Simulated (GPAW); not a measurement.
Runs of GPAW 26.7.0 on TaN. It takes space group P6_3/mmc (No. 194, hexagonal). The conventional cell has a = 2.922 Å, b = 2.922 Å, c = 5.917 Å, α = 90.00°, β = 90.00°, γ = 120.00°. Around Ta (site symmetry -3m) lie 6 N at 2.24 Å. N (site symmetry -6m2) has 6 Ta at 2.24 Å as nearest neighbours. The cell comes from a database or a generator and needn't be the stable form of this composition.

```csv
task,level,potentials or basis,spin,cell,k mesh,band path,band points,spin axis theta (degrees),spin axis phi (degrees),optimizer,gap on the mesh (eV),pressure (GPa)
band structure,r2SCAN,"GPAW PAW data sets (gpaw-data 1.2.1), pw","SOC, no magnetisation",as given,7 × 7 × 4,"GMKGALHA,LM,KH",100,90,0,-,-,-5.4
band structure,PBE,"GPAW PAW data sets (gpaw-data 1.2.1), pw",off,as given,10 × 10 × 5,"GMKGALHA,LM,KH",60,-,-,-,-,-1.2
band structure,r2SCAN,"GPAW PAW data sets (gpaw-data 1.2.1), pw",off,as given,7 × 7 × 4,"GMKGALHA,LM,KH",100,-,-,-,-,-5.4
band structure,PBE,"GPAW PAW data sets (gpaw-data 1.2.1), pw","SOC, no magnetisation",as given,7 × 7 × 4,"GMKGALHA,LM,KH",60,54.7,45,-,-,(a)
band structure,LDA,"the program's PAW data sets (release 1.2.1) made for this functional, pw",off,as given,10 × 10 × 5,"GMKGALHA,LM,KH",60,-,-,-,-,-18.4
relaxation of cell and atoms,LDA,"the program's PAW data sets (release 1.2.1) made for this functional, pw",off,relaxed,7 × 7 × 4,-,-,-,-,BFGS,none,-0.2
relaxation of cell and atoms,LDA,"the program's PAW data sets (release 1.2.1) made for this functional, pw",off,relaxed to 2 GPa,7 × 7 × 4,-,-,-,-,BFGS,none,1.8
```

Alike in all rows: cutoff (eV) 800; smearing fermi-dirac 0.05 eV.

Problem. Fill in the values left out.

Solution. (a) -1.3.

Caveats: spin-orbit coupling is left out, which moves the levels of the heavy elements (some runs); spin-orbit coupling was added after a scalar SCF, so levels and gaps hold it while energy, forces, pressure and moments don't (some runs); this program's spin-orbit splittings come out too wide for heavy elements (some runs); the PAW data sets were made with another functional, which shifts forces and pressure a little (some runs); later steps reuse the first step's grids (some runs); so large a pressure means that the cell lies far from this level's equilibrium, or that cutoff or potentials fall short (some runs).

A k mesh can miss the band edges, and rows without SOC leave out spin-orbit coupling on Ta.

A gap of «none» marks a metal or a gap under the smearing width.
